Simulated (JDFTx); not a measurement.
The system is HgSe.

```
Hg Se
1.0
     0.00000    3.03900    3.03900
     3.03900    0.00000    3.03900
     3.03900    3.03900    0.00000
Hg Se
1 1
Direct
  0.00000 0.00000 0.00000
  0.75000 0.75000 0.75000
```

```yaml
Program: JDFTx 1.7.0 (patched build)
Task: single point
Functional: PBE
Potentials_or_basis: PseudoDojo-SR-PBE-0.5-standard
Cutoff: 1170 eV
Density_cutoff: 9361 eV
k_mesh: 8 × 8 × 8
Occupations: fermi-dirac, width 0.05 eV
Spin: no spin polarisation
```

On this cell: pressure 4.6 GPa; largest force zero by symmetry; band gap on the k mesh none (metal or under the smearing width).

The same run follows on a disturbed copy (atoms moved at random, drawn with an rms of 0.05 Å):

```
CELL_PARAMETERS angstrom
0.00000 3.03900 3.03900
3.03900 0.00000 3.03900
3.03900 3.03900 0.00000
ATOMIC_POSITIONS crystal
Hg 0.00528 0.99175 0.01093
Se 0.75446 0.73484 0.76053
```

Question: What does the disturbed cell give?

Answer: The energy (extrapolated to zero smearing) moves by +1.0 meV/atom; pressure 4.7 GPa; largest force 0.124 eV/Å; band gap on the k mesh none (metal or under the smearing width).

Forces on the atoms (eV/Å):
```
Hg  -0.085 -0.005 -0.091
Se   0.086  0.005  0.090
```

Stress tensor (GPa, compression positive):
```
 4.65 -0.44 -0.04
-0.44  4.66 -0.41
-0.04 -0.41  4.65
```
